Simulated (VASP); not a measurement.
The system is CdSe (Cadmoselite).

```
Cd Se
1.0
     4.30000    0.00000    0.00000
    -2.15000    3.72391    0.00000
     0.00000    0.00000    7.02000
Cd Se
2 2
Direct
  0.33333 0.66667 0.00000
  0.66667 0.33333 0.50000
  0.33333 0.66667 0.38500
  0.66667 0.33333 0.88500
```

| Item | Value |
| --- | --- |
| Program | VASP 6.6.1 |
| Task | relaxation of cell and atoms |
| Functional | PBEsol |
| Potentials or basis | VASP PAW PBE potentials, release 64 (Cd, Se) |
| Cutoff | 600 eV |
| k mesh | 9 × 9 × 4 |
| Occupations | gaussian, width 0.03 eV |
| Spin | no spin polarisation |

At the start: pressure 0.5 GPa; volume 28.10 Å³/atom.

Q: How do energy, volume and symmetry change on relaxing?

A: Over 10 steps the energy falls by 4.9 meV/atom and the volume is 28.29 Å³/atom (+0.7 %); space group P6_3mc (No. 186, to 0.05 Å).

The path:
| step | energy change (eV) | largest force (eV/Å) | pressure (GPa) | volume (Å³) |
| --- | --- | --- | --- | --- |
| 1 | 0.0000 | 0.2741 | 0.45 | 112.41 |
| 2 | -0.0159 | 0.0637 | -0.25 | 113.69 |
| 3 | -0.0159 | 0.0681 | -0.24 | 113.67 |
| 4 | -0.0172 | 0.0376 | 0.04 | 113.06 |
| 5 | -0.0174 | 0.0227 | 0.18 | 112.78 |
| 6 | -0.0185 | 0.0178 | 0.16 | 112.85 |
| 7 | -0.0197 | 0.0040 | 0.08 | 113.00 |
| 8 | -0.0197 | 0.0047 | 0.08 | 113.00 |
| 9 | -0.0197 | 0.0031 | -0.06 | 113.31 |
| 10 | -0.0198 | 0.0005 | 0.01 | 113.16 |

Final structure:
```yaml
crystal:
  lattice:
    - [4.30969, 0.00000, 0.00000]
    - [-2.15484, 3.73230, 0.00000]
    - [0.00000, 0.00000, 7.03519]
  atoms:
    - { symbol: Cd, position: [0.33333, 0.66667, 0.00467] }
    - { symbol: Cd, position: [0.66667, 0.33333, 0.50467] }
    - { symbol: Se, position: [0.33333, 0.66667, 0.38033] }
    - { symbol: Se, position: [0.66667, 0.33333, 0.88033] }
```

Caveat: the PAW data sets were made with another functional, which shifts forces and pressure a little.
